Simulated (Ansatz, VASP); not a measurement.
# Ir (zigzag Ir chain) in two plane-wave programs, part 2 of 2

Aim: how closely do two programs agree when they are given the same cell, functional and k mesh? The structure shown is the start of the Ansatz relaxation below; VASP solves that cell, so the two are compared at the walk's first step.

VASP 6.6.1 and Ansatz 0.2.0.

So far: The starting structure; Ansatz: relaxation, PBE; VASP: single point, PBE, start cell.

**3. VASP: single point, PBE, start cell (continued)**

Level of this step: PBE, spin-polarised from a ferromagnetic start; plane waves and PAW (Ir) (VASP).

Numbers of over 12 decimals in the logs are rounded to 6 here.

OUTCAR, selected parts (step 3):

```text
ion  position               nearest neighbor table
   1  0.430  0.500  0.000-   2 2.68   2 2.68
   2  0.570  0.500  0.500-   1 2.68   1 2.68

  LATTYP: Found a simple orthorhombic cell.
 ALAT       =     4.7308330000
 B/A-ratio  =     1.5853444837
 C/A-ratio  =     1.9024133805

 Subroutine GETGRP returns: Found  8 space group operations
 (whereof  4 operations were pure point group operations)

The static configuration has the point symmetry C_2v.
 The point group associated with its full space group is D_2h.

 Found      9 irreducible k-points:

   k-points           NKPTS =      9   k-points in BZ     NKDIM =      9   number of bands    NBANDS=     17

   dimension x,y,z NGX =    60 NGY =   50 NGZ =   32
   dimension x,y,z NGXF=   120 NGYF=  100 NGZF=   64

   ENCUT  =  400.0 eV  29.40 Ry    5.42 a.u.  14.68 12.23  7.71*2*pi/ulx,y,z

   NELECT =      18.0000    total number of electrons

 k-points in reciprocal lattice and weights: Automatic mesh
   0.00000000  0.00000000  0.00000000       0.059
   0.00000000  0.00000000  0.05882353       0.118
   0.00000000  0.00000000  0.11764706       0.118
   0.00000000  0.00000000  0.17647059       0.118
   0.00000000  0.00000000  0.23529412       0.118
   0.00000000  0.00000000  0.29411765       0.118
   0.00000000  0.00000000  0.35294118       0.118
   0.00000000  0.00000000  0.41176471       0.118
   0.00000000  0.00000000  0.47058824       0.118

 average (electrostatic) potential at core
       1 -61.7301       2 -61.7301

 E-fermi :  -4.2505

 spin component 1
 k-point     1 :       0.0000    0.0000    0.0000
  band No.  band energies     occupation
    ...
      5      -5.1680      1.00000
      6      -4.9277      1.00000
      7      -4.7681      0.99997
      8      -4.7601      0.99996
      9      -4.4701      0.98777
     10      -4.2340      0.41808
     11      -3.9772      0.00420
     12      -2.2531      0.00000
     13      -0.6190      0.00000
     14       0.5112      0.00000
    ...

 k-point     2 :       0.0000    0.0000    0.0588
  band No.  band energies     occupation
    ...
      5      -5.1699      1.00000
      6      -4.9501      1.00000
      7      -4.8335      0.99999
      8      -4.7487      0.99995
      9      -4.3897      0.94184
     10      -4.2399      0.44697
     11      -3.9793      0.00439
     12      -2.2316      0.00000
     13      -0.5781      0.00000
     14       0.5295      0.00000
    ...

 k-point     3 :       0.0000    0.0000    0.1176
  band No.  band energies     occupation
    ...
      5      -5.1845      1.00000
      6      -5.0139      1.00000
      7      -4.9273      1.00000
      8      -4.7157      0.99991
      9      -4.2573      0.53397
     10      -4.2412      0.45331
     11      -3.9866      0.00507
     12      -2.1711      0.00000
     13      -0.4583      0.00000
     14       0.5620      0.00000
    ...

 k-point     4 :       0.0000    0.0000    0.1765
  band No.  band energies     occupation
    ...
      5      -5.2271      1.00000
      6      -5.1105      1.00000
      7      -4.9677      1.00000
      8      -4.6638      0.99974
      9      -4.2857      0.66893
     10      -4.0865      0.03622
     11      -4.0003      0.00667
     12      -2.0904      0.00000
     13      -0.2674      0.00000
     14      -0.0386      0.00000
    ...

 k-point     5 :       0.0000    0.0000    0.2353
  band No.  band energies     occupation
    ...
      5      -5.2685      1.00000
      6      -5.2288      1.00000
      7      -4.9531      1.00000
      8      -4.5973      0.99903
      9      -4.3240      0.81289
     10      -4.0222      0.01029
     11      -3.9414      0.00206
     12      -2.0493      0.00000
     13      -0.5313      0.00000
     14      -0.0155      0.00000
    ...

 k-point     6 :       0.0000    0.0000    0.2941
  band No.  band energies     occupation
    ...
      5      -5.2935      1.00000
      6      -5.1284      1.00000
      7      -4.9082      1.00000
      8      -4.5210      0.99555
      9      -4.3712      0.91786
     10      -4.0535      0.01909
     11      -3.8096      0.00015
     12      -2.1764      0.00000
     13      -0.7494      0.00000
     14       0.2870      0.00000
    ...

  Total       -4.5994046     -0.2353775    -17.3587542      0.0000000      0.0000000      0.0000000
  in kB      -23.0765461     -1.1809572    -87.0939016      0.0000000      0.0000000      0.0000000
  external PRESSURE =     -37.1171350 kB  Pullay stress =       0.0000000 kB

  energy-cutoff  :      400.00
  volume of cell :      319.33
      direct lattice vectors                 reciprocal lattice vectors
     9.000000000  0.000000000  0.000000000     0.111111111  0.000000000  0.000000000
     0.000000000  7.500000000  0.000000000     0.000000000  0.133333333  0.000000000
     0.000000000  0.000000000  4.730833000     0.000000000  0.000000000  0.211379264

 POSITION                                       TOTAL-FORCE (eV/Angst)
 -----------------------------------------------------------------------------------
      3.87114      3.75000      0.00000         3.608323      0.000000      0.000000
      5.12886      3.75000      2.36542        -3.608323      0.000000      0.000000
 -----------------------------------------------------------------------------------
    total drift:                                0.000051     -0.000000     -0.000081

  FREE ENERGIE OF THE ION-ELECTRON SYSTEM (eV)
  ---------------------------------------------------
  free  energy   TOTEN  =        -9.0300951213 eV

  energy  without entropy=       -8.9482177340  energy(sigma->0) =       -8.98915643

 total charge
# of ion       s       p       d       tot
------------------------------------------
    1        0.683   0.126   6.759   7.568
    2        0.683   0.126   6.759   7.568
--------------------------------------------------
tot          1.366   0.252  13.518  15.135

 magnetization (x)
# of ion       s       p       d       tot
------------------------------------------
    1        0.000  -0.000   0.000   0.000
    2        0.000  -0.000   0.000   0.000
--------------------------------------------------
tot          0.000  -0.000   0.001   0.001

[... 6 further parts left out ...]
```

**4. Comparison**

Known differences besides the potentials themselves: VASP starts from the moments at which Ansatz ended; the data sets hold 34 valence electrons in Ansatz (on its default PAW (the set named soft_2) files) and 18 in VASP; the cutoff is 420 eV in Ansatz and 400 eV in VASP. Total energies have different zeros and are not compared.

Forces (eV/Å; atoms numbered as in POSCAR):

| atom | Ansatz x, y, z | VASP x, y, z |
| --- | --- | --- |
| Ir1 | 2.895, 0.000, 0.000 | 3.608, 0.000, 0.000 |
| Ir2 | -2.895, 0.000, 0.000 | -3.608, 0.000, 0.000 |

The forces differ by 412 meV/Å r.m.s., which is 19.8 % of the r.m.s. force of 2.083 eV/Å (both taken over all components). Moments aren't recorded for both runs of this pair, so they may hold unlike magnetic states.

**5. Summary of results**

| Quantity | Value |
| --- | --- |
| r.m.s. force difference (single point, PBE, start cell) | 20 % of the r.m.s. force |

In words: The r.m.s. force difference is 20 % of the r.m.s. force (single point, PBE, start cell), beyond the 3 % picked in this series as the mark of a large difference. The data sets hold unlike numbers of valence electrons (34 in Ansatz and 18 in VASP), so part of the differences comes from the potentials. What causes the difference of the single point, PBE, start cell pair stays open here. Such differences can come from data sets, numerical settings and the points named under the comparisons, not from the functional's error against experiment.

[Lines on the potential files, build, host, timing and source positions are cut from VASP's logs without a mark.]

[Logs are printed without paths, hosts, clocks, repeated set-up lines and the standing remarks that a program may print on its own settings, such as how far it seeks lower states.]

[Hosts, paths, dates, database ids (printed as entryN), source tags and the programs' standing remarks are cut or masked in the printed files.]
